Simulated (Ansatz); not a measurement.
Zn under changes of volume

One of the cells (15.451 Å³/atom); the others are scaled copies at fixed shape and fractional positions:

```
CELL_PARAMETERS angstrom
-1.56904 1.56904 1.56904
1.56904 -1.56904 1.56904
1.56904 1.56904 -1.56904
ATOMIC_POSITIONS crystal
Zn 0.00000 0.00000 0.00000
```

This isn't the form of Zn at room conditions, which is hcp.

| Quantity | Value |
| --- | --- |
| Program | Ansatz 0.2.0 |
| Functional | PBE |
| Potentials or basis | all-electron LAPW, scalar-relativistic |
| Cutoff | 273 eV (chosen from the basis error) |
| Basis error allowed | 0.0005 eV/atom |
| k mesh | 12 × 12 × 12 |
| Occupations | fermi-dirac, width 0.05 eV |
| Spin | no spin polarisation |

```csv
volume (Å³/atom),energy over the lowest point (meV/atom),pressure (GPa)
14.524,?,?
14.833,3.88,2.4
15.142,0.69,0.9
15.451,0.00,-0.3
15.760,1.65,-1.5
16.069,5.38,-2.5
16.378,10.92,-3.3
```

Problem. What does the run at 14.524 Å³/atom give?

Solution. Energy over the lowest point 9.87 meV/atom; pressure 4.0 GPa.

Worked out: A Birch-Murnaghan fit of order 3 (a polynomial in V^(-2/3)) to the other rows has its minimum at 15.38 Å³/atom with B0 = V·E''(V) = 61 GPa and B' = 4.3. It gives 9.95 meV/atom at 14.524 Å³/atom, against the run's 9.87, and -dE/dV = 3.9 GPa, against 4.0.

Energies are extrapolated to zero smearing.
